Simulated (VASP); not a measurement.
# MoS2 (P6_3/mmc) in VASP: single point with r2SCAN

Aim: the single point of MoS2 with r2SCAN.

All numbers are computed with VASP 6.6.1; they aren't measurements. Logs are shortened: lines on timing, memory, paths and dates and some standing lists are left out, and cuts for length are marked.

**1. Starting point**

It takes space group P6_3/mmc (No. 194, hexagonal). Conventional cell: a = 3.092 Å, b = 3.092 Å, c = 12.132 Å, α = 90.00°, β = 90.00°, γ = 120.00°. Around S (site symmetry 3m) lie 3 Mo at 2.34 Å. Mo (site symmetry -6m2) has 6 S at 2.34 Å as nearest neighbours.

The cell was built by a generator and needn't be a form met in nature.

**2. Single point, r2SCAN**

The input, POSCAR:

```
MoS2
1.0
    1.5460912600      2.6779059000      0.0000000000
   -1.5460912600      2.6779059000      0.0000000000
    0.0000000000      0.0000000000     12.1317346900
S Mo
4 2
Direct
    0.3333000000      0.3334000000      0.6250000000
    0.6666000000      0.6667000000      0.1250000000
    0.3333000000      0.3334000000      0.8750000000
    0.6667000000      0.6667000000      0.3750000000
    0.3333000000      0.3334000000      0.2500000000
    0.6666000000      0.6667000000      0.7500000000
```

The input, INCAR.step1:

```
SYSTEM = MoS2
  PREC = Accurate
  ENCUT = 520
  ISMEAR = -5
  SIGMA = 0.1159
  LREAL = .False.
  LASPH = .True.
  NELM = 100
  LMAXMIX = 4
  GGA = PE
  ALGO = Normal
  EDIFF = 1E-4
  LWAVE = .True.
  LCHARG = .False.
```

The input, INCAR.step2:

```
SYSTEM = MoS2
  PREC = Accurate
  ENCUT = 520
  EDIFF = 1E-7
  ISMEAR = -1
  SIGMA = 0.1159
  LREAL = .False.
  LASPH = .True.
  NELM = 100
  ALGO = Normal
  ISIF = 2
  LWAVE = .False.
  LCHARG = .False.
  LMAXMIX = 4
  METAGGA = R2SCAN
  LMIXTAU = .True.
  LORBIT = 10
  ISTART = 1
```

The input, KPOINTS:

```
Automatic mesh
0
Gamma
  9 9 2
  0 0 0
```

Potentials or basis: VASP PAW PBE potentials, release 64 (S, Mo_sv).

On the command line:

```console
cat potpaw_PBE.64/S/POTCAR potpaw_PBE.64/Mo_sv/POTCAR > POTCAR
cp INCAR.step1 INCAR
mpirun -np 1 vasp_std > vasp.out
cp INCAR.step2 INCAR
mpirun -np 1 vasp_std > vasp.out
```

OUTCAR:

```text
SYSTEM = MoS2
   PREC = Accurate
   ENCUT = 520
   EDIFF = 1E-7
   ISMEAR = -1
   LREAL = .False.
   LASPH = .True.
   NELM = 100
   ISIF = 2
   METAGGA = R2SCAN
   LORBIT = 10
   ISTART = 1

 ion  position               nearest neighbor table
   1  0.333  0.333  0.625-   6 2.34   6 2.34   6 2.34
   2  0.667  0.667  0.125-   5 2.34   5 2.34   5 2.34
   3  0.333  0.333  0.875-   6 2.34   6 2.34   6 2.34
   4  0.667  0.667  0.375-   5 2.34   5 2.34   5 2.34
   5  0.333  0.333  0.250-   2 2.34   4 2.34   4 2.34   2 2.34   2 2.34   4 2.34
   6  0.667  0.667  0.750-   1 2.34   3 2.34   1 2.34   3 2.34   1 2.34   3 2.34

  LATTYP: Found a hexagonal cell.
 ALAT       =     3.0921801683
 C/A-ratio  =     3.9233595811

  Lattice vectors:

 A1 = (   1.5460912600,  -2.6779059000,   0.0000000000)
 A2 = (   1.5460912600,   2.6779059000,   0.0000000000)
 A3 = (   0.0000000000,   0.0000000000,  12.1317346900)

Analysis of symmetry for initial positions (statically):
=====================================================================
 Subroutine PRICEL returns:
 Original cell was already a primitive cell.

 Routine SETGRP: Setting up the symmetry group for a
 hexagonal supercell.

 Subroutine GETGRP returns: Found  1 space group operations
 (whereof  1 operations were pure point group operations)
 out of a pool of 24 trial point group operations.

The static configuration has the point symmetry C_1 .

Analysis of symmetry for dynamics (positions and initial velocities):
=====================================================================
 Subroutine PRICEL returns:
 Original cell was already a primitive cell.

 Routine SETGRP: Setting up the symmetry group for a
 hexagonal supercell.

 Subroutine GETGRP returns: Found  1 space group operations
 (whereof  1 operations were pure point group operations)
 out of a pool of 24 trial point group operations.

The dynamic configuration has the point symmetry C_1 .

 Subroutine INISYM returns: Found  1 space group operations
 (whereof  1 operations are pure point group operations),
 and found     1 'primitive' translations

----------------------------------------------------------------------------------------

                                     Primitive cell

  volume of cell :     100.4577

  direct lattice vectors                    reciprocal lattice vectors
     1.546091260  2.677905900  0.000000000     0.323396175  0.186713058  0.000000000
    -1.546091260  2.677905900  0.000000000    -0.323396175  0.186713058  0.000000000
     0.000000000  0.000000000 12.131734690     0.000000000  0.000000000  0.082428443

  length of vectors
     3.092180168  3.092180168 12.131734690     0.373425832  0.373425832  0.082428443

  position of ions in fractional coordinates (direct lattice)
     0.333300000  0.333400000  0.625000000
     0.666600000  0.666700000  0.125000000
     0.333300000  0.333400000  0.875000000
     0.666700000  0.666700000  0.375000000
     0.333300000  0.333400000  0.250000000
     0.666600000  0.666700000  0.750000000

  ion indices of the primitive-cell ions
   primitive index   ion index
                 1           1
                 2           2
                 3           3
                 4           4
                 5           5
                 6           6

----------------------------------------------------------------------------------------

 KPOINTS: Automatic mesh

Automatic generation of k-mesh.
 Grid dimensions read from file:
 generate k-points for:    9    9    2

 Generating k-lattice:

  Cartesian coordinates                     Fractional coordinates (reciprocal lattice)
     0.035932908  0.020745895  0.000000000     0.111111111 -0.000000000  0.000000000
    -0.035932908  0.020745895  0.000000000    -0.000000000  0.111111111  0.000000000
     0.000000000  0.000000000  0.041214221     0.000000000  0.000000000  0.500000000

  Length of vectors
     0.041491759  0.041491759  0.041214221

  Shift w.r.t. Gamma in fractional coordinates (k-lattice)
     0.000000000  0.000000000  0.000000000

 Subroutine IBZKPT returns following result:
 ===========================================

 Found     82 irreducible k-points:

 Following reciprocal coordinates:
            Coordinates               Weight
  0.000000  0.000000  0.000000      1.000000
  0.111111  0.000000  0.000000      2.000000
  0.111111  0.111111  0.000000      2.000000
  0.000000  0.111111  0.000000      2.000000
  0.222222 -0.000000  0.000000      2.000000
  0.222222  0.222222  0.000000      2.000000
[... 16 lines left out ...]
  0.444444  0.111111  0.000000      2.000000
  0.333333  0.444444  0.000000      2.000000
 [... further k-points ...]
   k-points           NKPTS =     82   k-points in BZ     NKDIM =     82   number of bands    NBANDS=     31
   number of dos      NEDOS =    301   number of ions     NIONS =      6
   total plane-waves  NPLWV =  51840
   dimension x,y,z NGX =    24 NGY =   24 NGZ =   90
   dimension x,y,z NGXF=    48 NGYF=   48 NGZF=  180
   ions per type =               4   2
   NGX,Y,Z   is equivalent  to a cutoff of  12.90, 12.90, 12.33 a.u.
   NGXF,Y,Z  is equivalent  to a cutoff of  25.81, 25.81, 24.67 a.u.
 SYSTEM =  MoS2
   PREC   = accura    normal or accurate (medium, high low for compatibility)
   ISTART =      1    job   : 0-new  1-cont  2-samecut
   ICHARG =      0    charge: 1-file 2-atom 10-const
   ISPIN  =      1    spin polarized calculation?
   LNONCOLLINEAR =      F non collinear calculations
   LSORBIT =      F    spin-orbit coupling
   LASPH  =      T    aspherical Exc in radial PAW
   ENCUT  =  520.0 eV  38.22 Ry    6.18 a.u.   5.75  5.75 22.56*2*pi/ulx,y,z
   NELM   =    100;   NELMIN=  2; NELMDL=  0     # of ELM steps
   EDIFF  = 0.1E-06   stopping-criterion for ELM
   LREAL  =      F    real-space projection
   EDIFFG = 0.1E-05   stopping-criterion for IOM
   NSW    =      0    number of steps for IOM
   IBRION =     -1    ionic relax: 0-MD 1-quasi-New 2-CG
   NFREE  =      0    steps in history (QN), initial steepest desc. (CG)
   ISIF   =      2    stress and relaxation
   ISYM   =      2    0-nonsym 1-usesym 2-fastsym
   POTIM  = 0.5000    time-step for ionic-motion
   TEBEG  =    0.0;   TEEND  =   0.0 temperature during run
   PSTRESS=    0.0 pullay stress
   NELECT =      52.0000    total number of electrons
   NUPDOWN=      -1.0000    fix difference up-down
   EMIN   =  10.00;   EMAX   =-10.00  energy-range for DOS
   EFERMI =   0.00;   METHOD = LEGACY
   ISMEAR =    -1;   SIGMA  =   0.12  broadening in eV -4-tet -1-fermi 0-gaus
   EFERMI_NEDOS =   21; number of points for ismear=-14 and -15
   IALGO  =     38    algorithm
   IMIX   =      4    mixing-type and parameters
     AMIX     =   0.40;   BMIX     =  1.00
     AMIX_MAG =   1.60;   BMIX_MAG =  1.00
  volume/ion in A,a.u.               =      16.74       112.99
  Fermi-wavevector in a.u.,A,eV,Ry     =   1.314462  2.483974 23.508301  1.727811
  Thomas-Fermi vector in A             =   2.444714
   LORBIT       =     10    0 simple, 1 ext, 2 COOP (PROOUT), +10 PAW based schemes
   METAGGA = R2SCAN    functional components
   LHFCALC =     F    Hartree Fock is set to
   AEXX    =    0.0000 exact exchange contribution
   IVDW    =     0    specifies the selected vdW correction
   LEPSILON=     F    determine dielectric tensor
   LRPA    =     F    only Hartree local field effects (RPA)
 non-spin polarized calculation
  energy-cutoff  :      520.00
  volume of cell :      100.46
 maximum number of plane-waves:      2724
   NGX = 11   NGY = 11   NGZ = 45

 number of electron      52.0000006 magnetization

 Free energy of the ion-electron system (eV)
  ---------------------------------------------------
  ext. energy  EPLUGINS =         0.00000000
  ---------------------------------------------------
  free energy    TOTEN  =       -89.66783787 eV

  energy without entropy =      -89.66688474  energy(sigma->0) =      -89.66736130

 E-fermi :   8.6972     XC(G=0): -11.8234

 val. band max:        8.3152478093   @ k =   0.0000   0.0000   0.0000
 cond. band min:       9.4083593962   @ k =   0.2222  -0.1111   0.0000
 fundamental gap:      1.0931115869
 Fermi energy:         8.6971589536

 k-point     1 :       0.0000    0.0000    0.0000
  band No.  band energies     occupation
      1     -55.1790      2.00000
      2     -55.1790      2.00000
      3     -28.6897      2.00000
      4     -28.6895      2.00000
      5     -28.3619      2.00000
      6     -28.3619      2.00000
[... 23 lines left out ...]
     30      10.7050      0.00000
     31      10.9699      0.00000

 k-point     2 :       0.1111    0.0000    0.0000
  band No.  band energies     occupation
      1     -55.1717      2.00000
      2     -55.1717      2.00000
      3     -28.6757      2.00000
      4     -28.6755      2.00000
      5     -28.4291      2.00000
      6     -28.4291      2.00000
[... 23 lines left out ...]
     30      10.7070      0.00000
     31      10.7732      0.00000

 k-point     3 :       0.1111    0.1111    0.0000
  band No.  band energies     occupation
      1     -55.1717      2.00000
      2     -55.1717      2.00000
      3     -28.6757      2.00000
      4     -28.6755      2.00000
      5     -28.4292      2.00000
      6     -28.4291      2.00000
[... 703 lines left out ...]
     30      10.7577      0.00000
     31      11.1508      0.00000

 k-point    24 :       0.3333    0.4444    0.0000
  band No.  band energies     occupation
      1     -55.1216      2.00000
      2     -55.1216      2.00000
      3     -28.8420      2.00000
      4     -28.8419      2.00000
      5     -28.5790      2.00000
      6     -28.5789      2.00000
[... 23 lines left out ...]
     30      10.7578      0.00000
     31      11.1513      0.00000

 [... further k-points ...]

------------------------ aborting loop because EDIFF is reached ----------------------------------------

  FORCE on cell =-STRESS in cart. coord.  units (eV):
  Direction    XX          YY          ZZ          XY          YZ          ZX
  --------------------------------------------------------------------------------------
  -------------------------------------------------------------------------------------
  Total        9.4048944      9.4097142      9.9967056      0.0007835     -0.0046340     -0.0026763
  in kB      149.9965148    150.0733846    159.4351766      0.0124951     -0.0739060     -0.0426842
  external PRESSURE =     153.1683587 kB  Pullay stress =       0.0000000 kB

 VOLUME and BASIS-vectors are now :
 -----------------------------------------------------------------------------
  energy-cutoff  :      520.00
  volume of cell :      100.46
      direct lattice vectors                 reciprocal lattice vectors
     1.546091260  2.677905900  0.000000000     0.323396175  0.186713058  0.000000000
    -1.546091260  2.677905900  0.000000000    -0.323396175  0.186713058  0.000000000
     0.000000000  0.000000000 12.131734690     0.000000000  0.000000000  0.082428443

 POSITION                                       TOTAL-FORCE (eV/Angst)
 -----------------------------------------------------------------------------------
     -0.00015      1.78536      7.58233         0.000011     -0.002276     -1.360779
     -0.00015      3.57045      1.51647        -0.000082      0.002162     -1.360785
     -0.00015      1.78536     10.61527        -0.000005     -0.002305      1.360780
      0.00000      3.57072      4.54940        -0.001915     -0.001015      1.360783
     -0.00015      1.78536      3.03293         0.001980     -0.001159     -0.000003
     -0.00015      3.57045      9.09880         0.000012      0.004594      0.000004
 -----------------------------------------------------------------------------------
    total drift:                                0.000004      0.000003      0.000001

  FREE ENERGIE OF THE ION-ELECTRON SYSTEM (eV)
  ---------------------------------------------------
  free  energy   TOTEN  =       -89.6678378661 eV

  energy  without entropy=      -89.6668847407  energy(sigma->0) =      -89.66736130

 total charge

# of ion       s       p       d       tot
------------------------------------------
    1        1.358   2.409   0.000   3.767
    2        1.358   2.409   0.000   3.767
    3        1.358   2.409   0.000   3.767
    4        1.358   2.409   0.000   3.767
    5        2.310   6.262   4.060  12.632
    6        2.310   6.262   4.060  12.632
--------------------------------------------------
tot         10.051  22.161   8.121  40.332
```

Wall time 5.4 min (1 thread of Intel Xeon 6975P-C (Granite Rapids), shared host); peak memory 0.36 GiB.

Results:

```yaml
Free_energy: -89.6678 eV
Pressure: 15.3 GPa
Largest_force: 1.361 eV/Å
Band_gap_on_the_k_mesh: 1.09 eV, indirect (least direct gap 1.94 eV)
Valence_electrons_inside_the_program's_atomic_spheres: S 3.77; Mo 12.63
```

Forces on the atoms (eV/Å):
```
S    0.000 -0.002 -1.361
S    0.000  0.002 -1.361
S    0.000 -0.002  1.361
S   -0.002 -0.001  1.361
Mo   0.002 -0.001  0.000
Mo   0.000  0.005  0.000
```

Caveat: so large a pressure means that the cell lies far from this level's equilibrium, or that cutoff or potentials fall short; the potentials were made for another functional, which shifts forces and pressure; an odd mesh through Γ misses points on the zone boundary, where band edges often lie.

**3. How close it comes**

Step 2. The gap isn't set beside the measured one, since this odd mesh misses points on the zone boundary.
